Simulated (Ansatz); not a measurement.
# Searching the electronic states of Cu2O, part 2 of 2

Wanted: the lowest electronic state of Cu2O in this cell. One SCF may end in a higher state, so several starts are tried. System: Cu2O, its deposited structure (space group Pn-3m); the cell holds 6 atoms. Source: COD entry 1000063, which need not be the ambient phase.

Ansatz 0.2.0; DFT PBEsol+U, PAW, plane waves, scalar-relativistic; U − J = 6.2 eV on Cu d.

### Step 9. Opposed moments ++--, plain SCF

input.yaml

```yaml
crystal:
  lattice:
    - [4.252, 0.0, 0.0]
    - [0.0, 4.252, 0.0]
    - [0.0, 0.0, 4.252]
  atoms:
    - { symbol: O, position: [0.0, 0.0, 0.0] }
    - { symbol: O, position: [0.5, 0.5, 0.5] }
    - { symbol: Cu, position: [0.25, 0.25, 0.25], spin: 1.0 }
    - { symbol: Cu, position: [0.25, 0.75, 0.75], spin: 1.0 }
    - { symbol: Cu, position: [0.75, 0.75, 0.25], spin: -1.0 }
    - { symbol: Cu, position: [0.75, 0.25, 0.75], spin: -1.0 }
magnetization:
  spin_polarized: true
hamiltonian:
  xc: pbesol
  pseudopotentials: { kind: paw }
  hubbard: { sites: [{ species: Cu, l: d, u_eff: 6.2 }] }
basis:
  ecutwfc: 420
kpoints:
  mp_grid: { grid: [5, 5, 5] }
scf:
  occupations: { method: gaussian, width: 0.05 }
  lower_state_search: "off"
output:
  forces: true
  stress: true
```

The program printed, shortened:

```text
[... 24 lines as in an earlier run ...]
Starting moments: Σ|m| = 4 μB on 4 of 6 sites
Starting magnetic order: altermagnet, d-wave, planar spin-momentum locking; spin-degenerate planes through Γ normal to [0 0 1], [0 1 0] of the run's lattice
[... 3 lines as in an earlier run ...]
SCF iter   1: F=—  HF=-27469.641834 eV  |F-HF|=—  |Δ(HF+E_count)|=         —  Δρ=1.04e-1 (↑1.04e-1 ↓1.04e-1)  dr2=2.38e0  dr2_m=6.87e0  M=0.000 μB ∫|m|=0.553 μB  β_m=0.30  ethr=2.69e-3  ⟨swp⟩=1.5  Hψ=13517  notcnv=0
[... 2 lines as in an earlier run ...]
[...]
spin-set hold released at iteration 7 (site moments contracting): the magnetisation degrees of freedom join the quasi-Newton model from the next iteration; the mixer history was flushed
[...]
SCF iter  16: F=-27470.723716 eV  HF=-27470.723716 eV  |F-HF|=3.14e-9  |Δ(HF+E_count)|=  1.82e-10  Δρ=1.50e-6 (↑1.27e-6 ↓1.50e-6)  dr2=3.07e-9  dr2_m=5.84e-11  M=0.000 μB ∫|m|=0.000 μB  ethr=8.53e-12  ⟨swp⟩=1.1  Hψ=8179  notcnv=0
WARN: the starting moments were not kept: the SCF closed with an absolute magnetisation of 1.0e-5 μB, where they sum to 4 μB in size (4 sites). That is at most 0.1 of that sum. Measured as dr2_m measures the in/out step, that magnetisation stands 2.4e-11 eV from none, at or under the [...]
SCF converged after 16 iterations
Magnetization: 0.0000 μB (44.0000 up, 44.0000 down)
Absolute magnetization: 0.0000 μB (∫|ρ↑−ρ↓|, with the PAW one-centre terms)
Spin contamination: 0.0000 ħ² per cell (⟨S²⟩ above its minimum at these occupations)
Per-site moments (μB) at R_I (Å): [(-3.3557208960849425e-9, 0.7594826284838578), (-3.355720645999931e-9, 0.759482628483858), (1.1420695205694433e-6, 0.759482628483858), (1.1420695205658508e-6, 0.7594826284838578), (-1.1480632496748596e-6, 0.7594826284838578), (-1.1480632497318052e-6, [...]
Free energy (F): -27470.723716 eV
[...]
E sigma→0 (E₀):  -27470.723716 eV
Fermi energy:    10.273629 eV
[... 31 lines left out: energy terms, forces, stress ...]
Occupation matrices written to <dir>
```

It took 10 s on 2 threads of an x86-64 CPU, shared host; peak memory 0.59 GiB.

This is the state of step 2 again (non-magnetic), after 16 iterations.

### Step 10. A moment on one site alone, plain SCF

input.yaml, as its differences from that of step 9:

```diff
@@ -8,6 +8,6 @@
     - { symbol: O, position: [0.5, 0.5, 0.5] }
-    - { symbol: Cu, position: [0.25, 0.25, 0.25], spin: 1.0 }
+    - { symbol: Cu, position: [0.25, 0.25, 0.25] }
     - { symbol: Cu, position: [0.25, 0.75, 0.75], spin: 1.0 }
-    - { symbol: Cu, position: [0.75, 0.75, 0.25], spin: -1.0 }
-    - { symbol: Cu, position: [0.75, 0.25, 0.75], spin: -1.0 }
+    - { symbol: Cu, position: [0.75, 0.75, 0.25] }
+    - { symbol: Cu, position: [0.75, 0.25, 0.75] }
 magnetization:
```

The program printed, shortened:

```text
[... 24 lines as in an earlier run ...]
Starting moments: Σ|m| = 1 μB on 1 of 6 sites
[... 2 lines as in an earlier run ...]
[...]
SCF iter   1: F=—  HF=-27470.513341 eV  |F-HF|=—  |Δ(HF+E_count)|=         —  Δρ=6.11e-2 (↑6.11e-2 ↓5.94e-2)  dr2=2.47e0  dr2_m=1.75e0  M=0.000 μB ∫|m|=0.200 μB  β_m=0.30  ethr=2.78e-3  ⟨swp⟩=1.1  Hψ=9202  notcnv=0
[...]
[... 1 line as in an earlier run ...]
[...]
spin-set hold released at iteration 7 (site moments contracting): the magnetisation degrees of freedom join the quasi-Newton model from the next iteration; the mixer history was flushed
[...]
SCF iter  17: F=-27470.723716 eV  HF=-27470.723716 eV  |F-HF|=4.73e-11  |Δ(HF+E_count)|=  6.18e-11  Δρ=2.91e-7 (↑2.50e-7 ↓2.91e-7)  dr2=8.16e-11  dr2_m=2.60e-11  M=0.000 μB ∫|m|=0.000 μB  ethr=1.65e-12  ⟨swp⟩=1.0  Hψ=5163  notcnv=0
WARN: the starting moments were not kept: the SCF closed with an absolute magnetisation of 5.8e-6 μB, where they sum to 1 μB in size (1 site). That is at most 0.1 of that sum. Measured as dr2_m measures the in/out step, that magnetisation stands 7.8e-12 eV from none, at or under the [...]
SCF converged after 17 iterations
Magnetization: 0.0000 μB (44.0000 up, 44.0000 down)
Absolute magnetization: 0.0000 μB (∫|ρ↑−ρ↓|, with the PAW one-centre terms)
Spin contamination: 0.0000 ħ² per cell (⟨S²⟩ above its minimum at these occupations)
Per-site moments (μB) at R_I (Å): [(1.737334722493438e-7, 0.7594826284838578), (1.7373347241484013e-7, 0.759482628483858), (-6.625805682952809e-7, 0.759482628483858), (-6.211402418175565e-7, 0.7594826284838578), (-6.625805679936036e-7, 0.7594826284838578), (-6.625805681175468e-7, [...]
Free energy (F): -27470.723716 eV
[...]
E sigma→0 (E₀):  -27470.723716 eV
Fermi energy:    10.273633 eV
[... 31 lines left out: energy terms, forces, stress ...]
Occupation matrices written to <dir>
```

It took 7.5 s on 2 threads of an x86-64 CPU, shared host; peak memory 0.53 GiB.

The run ends in the same state as step 2 (non-magnetic); it took 17 iterations.

### Step 11. Comparing the starts

| step | iterations | state | moments of Cu3 Cu4 Cu5 Cu6 (μB) | total (μB) | gap (eV) | pressure (GPa) | above lowest (meV/atom) |
| --- | --- | --- | --- | --- | --- | --- | --- |
| 2 | 16 | 1 | 0.00 0.00 0.00 0.00 | 0.00 | 0.90 | 1.6 | 0.0 |
| 3 | 18 | 1 | 0.00 0.00 0.00 0.00 | 0.00 | 0.90 | 1.6 | 0.0 |
| 4 | 9 | 1 | 0.00 0.00 0.00 0.00 | 0.00 | 0.90 | 1.6 | 0.0 |
| 5 | 12 | 1 | 0.00 0.00 0.00 0.00 | 0.00 | 0.90 | 1.6 | 0.0 |
| 6 | 17 | 1 | 0.00 0.00 0.00 0.00 | 0.00 | 0.90 | 1.6 | 0.0 |
| 7 | 15 | 1 | 0.00 0.00 0.00 0.00 | 0.00 | 0.90 | 1.6 | 0.0 |
| 8 | 17 | 1 | 0.00 0.00 0.00 0.00 | 0.00 | 0.90 | 1.6 | 0.0 |
| 9 | 16 | 1 | 0.00 0.00 0.00 0.00 | 0.00 | 0.90 | 1.6 | 0.0 |
| 10 | 17 | 1 | 0.00 0.00 0.00 0.00 | 0.00 | 0.90 | 1.6 | 0.0 |

States are numbered from the lowest. Starts by step: 2 parallel moments, plain SCF; 3 opposed moments +---, plain SCF; 4 no spin polarisation; 5 spin on, no moments given (the program may seed its own), plain SCF; 6 opposed moments +--+, plain SCF; 7 parallel moments scaled by 0.1, plain SCF; 8 moments +--- scaled by 0.5, plain SCF; 9 opposed moments ++--, plain SCF; 10 a moment on one site alone, plain SCF.

The 9 runs of this session took 56 s in all, from 1.8 s to 10 s each.

Decimal logarithm of the largest residual (eV) by iteration, counted through all cycles of a run (7 of the 9 runs):

| iteration | step 2 | step 3 | step 4 | step 5 | step 6 | step 7 | step 8 |
| --- | --- | --- | --- | --- | --- | --- | --- |
| 1 | 0.9 | 0.8 | 0.4 | 0.4 | 0.8 | 0.4 | 0.4 |
| 2 | 0.6 | 0.6 | -0.5 | -0.4 | 0.6 | -0.4 | 0.0 |
| 3 | 0.3 | 0.3 | -1.5 | -0.4 | 0.3 | -1.2 | -0.3 |
| 4 | 0.0 | 0.0 | -1.0 | -0.9 | 0.0 | -1.6 | -0.6 |
| 5 | -0.2 | -0.2 | -2.5 | -1.2 | -0.2 | -2.2 | -0.8 |
| 6 | -0.5 | -0.5 | -3.5 | -1.9 | -0.5 | -2.5 | -1.1 |
| 7 | -0.8 | -0.7 | -4.4 | -3.2 | -0.7 | -2.8 | -1.3 |
| 9 | -3.9 | -3.7 | -7.6 | -4.7 | -3.8 | -3.3 | -3.4 |
| 10 | -3.2 | -3.1 | - | -4.3 | -3.4 | -4.0 | -3.7 |
| 12 | -6.4 | -4.6 | - | -7.7 | -4.6 | -6.0 | -5.2 |
| 13 | -6.4 | -6.4 | - | - | -5.5 | -6.8 | -5.7 |
| 15 | -8.3 | -7.2 | - | - | -7.0 | -9.9 | -8.3 |
| 16 | -10.6 | -8.8 | - | - | -9.1 | - | -9.5 |
| 18 | - | -10.9 | - | - | - | - | - |

### Step 12. What came out

What follows sums up all 2 parts.

| quantity | value |
| --- | --- |
| distinct states | 1 from 9 converged runs |
| lowest state from plain starts | non-magnetic |
| total moment | 0.00 μB per cell |
| gap on the k-mesh | 0.90 eV |
| pressure | 1.6 GPa |
| largest force | 0.000 eV/Å |

In words: The 9 converged runs end in 1 distinct state. Spin polarisation gains nothing here: every starting moment dies out. These are lowest states among those tried, not proven ground states.
